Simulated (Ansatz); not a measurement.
The system is Ti.

```
Ti
1.0
    -1.64100    1.64100    1.64100
     1.64100   -1.64100    1.64100
     1.64100    1.64100   -1.64100
Ti
1
Direct
  0.00000 0.00000 0.00000
```

This isn't the form of Ti at room conditions, which is hcp.

- Program: Ansatz 0.2.0
- Task: relaxation of cell and atoms
- Functional: PBE
- Potentials or basis: Ansatz PAW
- Cutoff: 420 eV (not typed: the program's choice for these potentials)
- k mesh: 11 × 11 × 11
- Occupations: fermi-dirac, width 0.05 eV
- Spin: no spin polarisation

At the start: volume 17.68 Å³/atom.

Where does the relaxation end?

It ends after 5 steps and the volume is 17.24 Å³/atom (-2.5 %); space group Im-3m (No. 229, to 0.05 Å).

Step by step:
```
step  energy change (eV)  largest force (eV/Å)  volume (Å³)
   1              0.0000                0.0000        17.68
   2             -0.0009                0.0000        16.87
   3             -0.0035                0.0000        17.25
   4             -0.0035                0.0000        17.24
   5             -0.0035                0.0000        17.24
```

Final structure:
```cif
data_structure
_symmetry_space_group_name_H-M 'P 1'
_symmetry_Int_Tables_number 1
_cell_length_a 2.8188
_cell_length_b 2.8188
_cell_length_c 2.8188
_cell_angle_alpha 109.471
_cell_angle_beta 109.471
_cell_angle_gamma 109.471
_cell_volume 17.24
loop_
_atom_site_label
_atom_site_type_symbol
_atom_site_fract_x
_atom_site_fract_y
_atom_site_fract_z
_atom_site_occupancy
Ti1 Ti 0.00000 0.00000 0.00000 1
```

Caveat: the plane-wave basis is chosen anew once the cell has moved, so the energies of steps on either side of that aren't comparable.
